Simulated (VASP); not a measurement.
# SiC (F-43m) in VASP: Born charges and dielectric tensor with LDA

Aim: the Born charges and dielectric tensor of SiC with LDA.

Everything below comes from runs of VASP 6.6.1. Logs are shortened: lines on timing, memory, paths and dates and some standing lists are left out, and cuts for length are marked.

## Step 1: The structure

Symmetry: F-43m, No. 216, cubic system. Conventional cell: a = 4.331 Å, b = 4.331 Å, c = 4.331 Å, α = 90.00°, β = 90.00°, γ = 90.00°. Si (site symmetry -43m) is surrounded by 4 C at 1.88 Å. C (site symmetry -43m) is surrounded by 4 Si at 1.88 Å.

The cell is a database's computed one.

## Step 2: Born charges and dielectric tensor, LDA

INCAR

```
SYSTEM = SiC
  PREC = Accurate
  ENCUT = 600
  EDIFF = 1E-8
  ISMEAR = 0
  SIGMA = 0.02
  LREAL = .False.
  LASPH = .True.
  NELM = 60
  ALGO = Fast
  ISIF = 2
  LWAVE = .False.
  LCHARG = .False.
  LEPSILON = .True.
  IBRION = 8
  NSW = 1
```

KPOINTS

```
Automatic mesh
0
Gamma
  4 4 4
  0 0 0
```

POSCAR

```
SiC
1.0
    0.0000000000      2.1652800000      2.1652800000
    2.1652800000      0.0000000000      2.1652800000
    2.1652800000      2.1652800000      0.0000000000
Si C
1 1
Direct
    0.7500000000      0.7500000000      0.7500000000
    0.0000000000      0.0000000000      0.0000000000
```

Potentials or basis: VASP PAW LDA potentials, release 64 (Si, C).

On the command line:

```sh
$ cat potpaw_LDA.64/Si/POTCAR potpaw_LDA.64/C/POTCAR > POTCAR
$ mpirun -np 1 vasp_std > vasp.out
```

OUTCAR:

```text
SYSTEM = SiC
   PREC = Accurate
   ENCUT = 600
   EDIFF = 1E-8
   ISMEAR = 0
   LREAL = .False.
   LASPH = .True.
   NELM = 60
   ISIF = 2
   LEPSILON = .True.
   IBRION = 8
   NSW = 1

 ion  position               nearest neighbor table
   1  0.750  0.750  0.750-   2 1.88   2 1.88   2 1.88   2 1.88
   2  0.000  0.000  0.000-   1 1.88   1 1.88   1 1.88   1 1.88

  LATTYP: Found a face centered cubic cell.
 ALAT       =     4.3305600000

  Lattice vectors:

 A1 = (   0.0000000000,   2.1652800000,   2.1652800000)
 A2 = (   2.1652800000,   0.0000000000,   2.1652800000)
 A3 = (   2.1652800000,   2.1652800000,   0.0000000000)

Analysis of symmetry for initial positions (statically):
=====================================================================
 Subroutine PRICEL returns:
 Original cell was already a primitive cell.

 Routine SETGRP: Setting up the symmetry group for a
 face centered cubic supercell.

 Subroutine GETGRP returns: Found 24 space group operations
 (whereof 24 operations were pure point group operations)
 out of a pool of 48 trial point group operations.

The static configuration has the point symmetry T_d .

Analysis of symmetry for dynamics (positions and initial velocities):
=====================================================================
 Subroutine PRICEL returns:
 Original cell was already a primitive cell.

 Routine SETGRP: Setting up the symmetry group for a
 face centered cubic supercell.

 Subroutine GETGRP returns: Found 24 space group operations
 (whereof 24 operations were pure point group operations)
 out of a pool of 48 trial point group operations.

The dynamic configuration has the point symmetry T_d .

 Subroutine INISYM returns: Found 24 space group operations
 (whereof 24 operations are pure point group operations),
 and found     1 'primitive' translations

----------------------------------------------------------------------------------------

                                     Primitive cell

  volume of cell :      20.3036

  direct lattice vectors                    reciprocal lattice vectors
     0.000000000  2.165280000  2.165280000    -0.230917018  0.230917018  0.230917018
     2.165280000  0.000000000  2.165280000     0.230917018 -0.230917018  0.230917018
     2.165280000  2.165280000  0.000000000     0.230917018  0.230917018 -0.230917018

  length of vectors
     3.062168342  3.062168342  3.062168342     0.399960007  0.399960007  0.399960007

  position of ions in fractional coordinates (direct lattice)
     0.750000000  0.750000000  0.750000000
     0.000000000  0.000000000  0.000000000

  ion indices of the primitive-cell ions
   primitive index   ion index
                 1           1
                 2           2

----------------------------------------------------------------------------------------

 KPOINTS: Automatic mesh

Automatic generation of k-mesh.
 Grid dimensions read from file:
 generate k-points for:    4    4    4

 Generating k-lattice:

  Cartesian coordinates                     Fractional coordinates (reciprocal lattice)
[... 219 lines left out ...]
  ---------------------------------------------------
  ---------------------------------------------------
  free energy    TOTEN  =        -0.49817452 eV

  energy without entropy =       -0.49817452

------------------------ aborting loop because EDIFF is reached ----------------------------------------

--------------------------------------- Ionic step        2  -------------------------------------------

------------------------ aborting loop because EDIFF is reached ----------------------------------------

--------------------------------------- Ionic step        3  -------------------------------------------

------------------------ aborting loop because EDIFF is reached ----------------------------------------

 PIEZOELECTRIC TENSOR FIELD DIRECTION 3  (e Angst)
 -----------------------------------------------------------------------------
     0.00082 -1.33390  0.00000           (  0.00000 -0.06744  0.00000)
    -1.33390  0.00082  0.00000           ( -0.06744  0.00000  0.00000)
     0.00000  0.00000 -0.00173           (  0.00000  0.00000 -0.00000)

 PIEZOELECTRIC TENSOR FIELD DIRECTION 3  (C/m^2)
 -----------------------------------------------------------------------------
     0.00064 -1.05259  0.00000
    -1.05259  0.00064  0.00000
     0.00000  0.00000 -0.00137

--------------------------------------- Ionic step        4  -------------------------------------------

------------------------ aborting loop because EDIFF is reached ----------------------------------------

[... ionic steps 5 to 6 ...]

--------------------------------------- Ionic step        7  -------------------------------------------

 Free energy of the ion-electron system (eV)
  ---------------------------------------------------
  ---------------------------------------------------
  free energy    TOTEN  =        -0.12555626 eV

  energy without entropy =       -0.12555626

------------------------ aborting loop because EDIFF is reached ----------------------------------------

 INTERNAL STRAIN TENSOR  FOR ION    2  DIRECTION 1   (eV/Angst):
 -----------------------------------------------------------------------------
    -0.02813  0.00000  0.00000
     0.00000  0.01272 -8.01494
     0.00000 -8.01494  0.01272

 MACROSCOPIC STATIC DIELECTRIC TENSOR (including local field effects in DFT)
 ------------------------------------------------------
           9.423491     0.000000     0.000000
          -0.000000     9.423491     0.000000
           0.000000    -0.000000     9.423491
 ------------------------------------------------------

 PIEZOELECTRIC TENSOR (including local field effects)  for field in x, y, z        (e  Angst)
          XX          YY          ZZ          XY          YZ          ZX
  --------------------------------------------------------------------------------
  x     0.00000    -0.00000     0.00000     0.00000    -1.32288     0.00000
  y     0.00000     0.00000     0.00000     0.00000     0.00000    -1.32288
  z    -0.00000    -0.00000     0.00000    -1.32288     0.00000     0.00000

 PIEZOELECTRIC TENSOR (including local field effects)  for field in x, y, z        (C/m^2)
          XX          YY          ZZ          XY          YZ          ZX
  --------------------------------------------------------------------------------
  x     0.00000    -0.00000     0.00000     0.00000    -1.04390     0.00000
  y     0.00000     0.00000     0.00000     0.00000     0.00000    -1.04390
  z    -0.00000    -0.00000     0.00000    -1.04390     0.00000     0.00000

 BORN EFFECTIVE CHARGES (including local field effects) (in |e|, cummulative output)
 ---------------------------------------------------------------------------------
 ion    1
    1     2.94702    -0.00000     0.00000
    2     0.00000     2.94702     0.00000
    3    -0.00000    -0.00000     2.94702
 ion    2
    1    -2.94702     0.00000    -0.00000
    2     0.00000    -2.94702     0.00000
    3     0.00000     0.00000    -2.94702

 INTERNAL STRAIN TENSOR FOR ION    2 for displacements in x,y,z  (eV/Angst):
          X           Y           Z          XY          YZ          ZX
  --------------------------------------------------------------------------------
  x    -0.00000     0.00000     0.00000     0.00000    -8.01494     0.00000
  y     0.00000    -0.00000     0.00000     0.00000     0.00000    -8.01494
  z     0.00000     0.00000    -0.00000    -8.01494     0.00000     0.00000

 SECOND DERIVATIVES (NOT SYMMETRIZED)
 ------------------------------------
               1X          1Y          1Z          2X          2Y          2Z
  1X   -19.775979    0.000000    0.000000   19.775979    0.000000    0.000000
  1Y     0.000000  -19.775979    0.000000    0.000000   19.775979    0.000000
  1Z     0.000000    0.000000  -19.775979    0.000000    0.000000   19.775979
  2X    19.774712    0.000000    0.000000  -19.774712    0.000000    0.000000
  2Y     0.000000   19.774712    0.000000    0.000000  -19.774712    0.000000
  2Z     0.000000    0.000000   19.774712    0.000000    0.000000  -19.774712

 Eigenvectors and eigenvalues of the dynamical matrix
 ----------------------------------------------------

   1 f  =   23.968105 THz   150.596047 2PiTHz  799.489935 cm-1    99.124074 meV
             X         Y         Z           dx          dy          dz
      3.247920  3.247920  3.247920     0.000000    0.547329   -0.000000
      0.000000  0.000000  0.000000     0.000000   -0.836917   -0.000000
[... 21 lines left out ...]
   6 f/i=    0.000352 THz     0.002209 2PiTHz    0.011729 cm-1     0.001454 meV
             X         Y         Z           dx          dy          dz
      3.247920  3.247920  3.247920    -0.406756   -0.719414    0.131998
      0.000000  0.000000  0.000000    -0.266011   -0.470485    0.086324

--------------------------------------------------------------------------------------------------------

 MACROSCOPIC STATIC DIELECTRIC TENSOR IONIC CONTRIBUTION
 ------------------------------------------------------
           3.914132    -0.000000    -0.000000
          -0.000000     3.914132    -0.000000
          -0.000000    -0.000000     3.914132
 ------------------------------------------------------

 ELASTIC MODULI CONTR FROM IONIC RELAXATION (kBar)
 Direction    XX          YY          ZZ          XY          YZ          ZX
 --------------------------------------------------------------------------------
 XX          -0.0000      0.0000      0.0000      0.0000     -0.0000     -0.0000
 YY           0.0000     -0.0000      0.0000      0.0000      0.0000     -0.0000
 ZZ           0.0000      0.0000     -0.0000     -0.0000      0.0000     -0.0000
 XY           0.0000      0.0000     -0.0000   -232.5482      0.0000      0.0000
 YZ          -0.0000      0.0000      0.0000      0.0000   -232.5482     -0.0000
 ZX          -0.0000     -0.0000     -0.0000      0.0000     -0.0000   -232.5482
 --------------------------------------------------------------------------------

 PIEZOELECTRIC TENSOR IONIC CONTR  for field in x, y, z        (C/m^2)
          XX          YY          ZZ          XY          YZ          ZX
  --------------------------------------------------------------------------------
  x     0.00000    -0.00000    -0.00000    -0.00000     0.89773    -0.00000
  y     0.00000     0.00000     0.00000    -0.00000     0.00000     0.89773
  z    -0.00000    -0.00000     0.00000     0.89773    -0.00000    -0.00000
```

Run time: 11 s. Hardware: 1 thread of Intel Xeon 6975P-C (Granite Rapids), shared host; peak memory 0.14 GiB.

What came out:

```
Band gap on the k mesh                                  : 1.23 eV, indirect (least direct gap 4.48 eV)
Electronic dielectric tensor (diagonal)                 : 9.42
Born charges (mean of the diagonal)                     : Si +2.95; C -2.95 e
Highest phonon frequency at Γ, LO-TO splitting left out : 799 cm⁻¹
```

Phonon frequencies in cm⁻¹ (negative: imaginary):
| q point | frequencies |
| --- | --- |
| (0.000, 0.000, 0.000) | 0 0 0 799 799 799 |

Electronic dielectric tensor:
```
9.42 0.00 0.00
0.00 9.42 0.00
0.00 0.00 9.42
```

Born effective charge tensors (e):
atom 1, Si
```
2.95 0.00 0.00
0.00 2.95 0.00
0.00 0.00 2.95
```
atom 2, C
```
-2.95  0.00  0.00
 0.00 -2.95  0.00
 0.00  0.00 -2.95
```

Caveat: the k mesh is coarse (spacing up to 0.63 Å⁻¹), so the values aren't converged. LDA gaps usually lie below the measured ones, often by a third to a half.
